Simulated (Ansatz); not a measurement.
## CaO: frozen-core PAW against all-electron methods

```xyz
4
Lattice="4.0042 0.0000 0.0000 -2.0021 3.4678 0.0000 0.0000 0.0000 4.8083" Properties=species:S:1:pos:R:3 pbc="T T T"
Ca    0.0000    2.3118   -0.2981
Ca    2.0021    1.1559    2.1060
O     0.0000    2.3118    2.1061
O     2.0021    1.1559    4.5102
```

Atom numbers follow the list: Ca1, Ca2, O3, O4.

The cell was built from the wurtzite type and relaxed in the same program, and has space group P6_3/mmc; it needn't be a known or the stable phase. The relaxation left the symmetry of that type.

Levels of theory: DFT, PBE, PAW with Ansatz's default frozen-core files, scalar-relativistic (Ansatz 0.2.0); DFT, PBE, all-electron LAPW, scalar-relativistic (Ansatz 0.2.0).

For PAW: a Γ-centred 12×12×6 k mesh, Fermi–Dirac smearing of 0.05 eV, cutoff 420 eV, no spin polarisation. LAPW targets a basis error of 1 meV/atom. The Ansatz runs share mesh, smearing and spin set-up. Plane-wave (PAW) pressures include the program's estimate of the Pulay term.

Stress and pressure are positive in compression.

Levels count from the top of the valence band.

PAW results:

```json
{"quantity": "pressure (GPa)", "PAW": "0.00"}
{"quantity": "band gap (eV)", "PAW": "3.142"}
{"quantity": "highest filled level at K (eV)", "PAW": "-0.276"}
{"quantity": "lowest empty level at K (eV)", "PAW": "4.040"}
{"quantity": "highest filled level at Γ (eV)", "PAW": "0.000"}
{"quantity": "lowest empty level at Γ (eV)", "PAW": "3.142"}
{"quantity": "highest filled level at M (eV)", "PAW": "-0.375"}
{"quantity": "lowest empty level at M (eV)", "PAW": "4.677"}
```

Task: What does LAPW (all electrons) give for the same quantities?

Result: 
```
                      quantity    LAPW
                pressure (GPa)    0.00
                 band gap (eV)   3.140
highest filled level at K (eV)  -0.276
  lowest empty level at K (eV)   4.037
highest filled level at Γ (eV)   0.000
  lowest empty level at Γ (eV)   3.140
highest filled level at M (eV)  -0.375
  lowest empty level at M (eV)   4.675
```
